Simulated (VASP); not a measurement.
Write the native input for VASP 6.6.1 that does the following.

| Quantity | Value |
| --- | --- |
| Task | single point |
| Functional | PBE |
| Potentials or basis | VASP PAW PBE potentials, release 64 (F) |
| Cutoff | 520 eV |
| k mesh | 7 × 7 × 3 |
| Occupations | fermi-dirac, width 0.02 eV |
| Spin | no spin polarisation |
| Dipole correction | no |
| Further INCAR settings | ALGO = Fast; EDIFF = 1e-07; NBANDS = 22 |

The structure of F lies in POSCAR:

```
F
1.0
    2.6504940000     -1.5173210000      0.0000000000
    2.6504940000      1.5173210000      0.0000000000
   -2.1034240000      0.0000000000      6.7261080000
F
4
Direct
    0.5044950000      0.5044950000      0.4008500000
    0.0853580000      0.0853580000      0.0986030000
    0.4955050000      0.4955050000      0.5991500000
    0.9146420000      0.9146420000      0.9013970000
```

One way to write it, as run:

INCAR

```
PREC = Accurate
ENCUT = 520
EDIFF = 1E-7
ISMEAR = -1
SIGMA = 0.02
LREAL = F
LASPH = T
NELM = 80
ALGO = Fast
ISIF = 2
LWAVE = F
LCHARG = T
GGA = PE
LELF = T
LVHAR = T
NBANDS = 22
```

KPOINTS

```
regular mesh
0
Gamma
  7 7 3
```

Potentials or basis: VASP PAW PBE potentials, release 64 (F).

The run is started by

```console
$ cat potpaw_PBE.64/F/POTCAR > POTCAR
$ mpirun -np 1 vasp_std > vasp.out
```

It gave:

```json
{
  "Pressure": "3.2 GPa",
  "Largest force": "0.509 eV/Å",
  "Band gap on the k mesh": "2.50 eV, indirect (least direct gap 2.57 eV)"
}
```

Caveat: an odd mesh through Γ misses points on the zone boundary, where band edges often lie.

Wall time 30 s on 1 thread of AMD EPYC 9R45 96-Core Processor (Zen 5), on a shared host, peak memory 0.15 GiB.
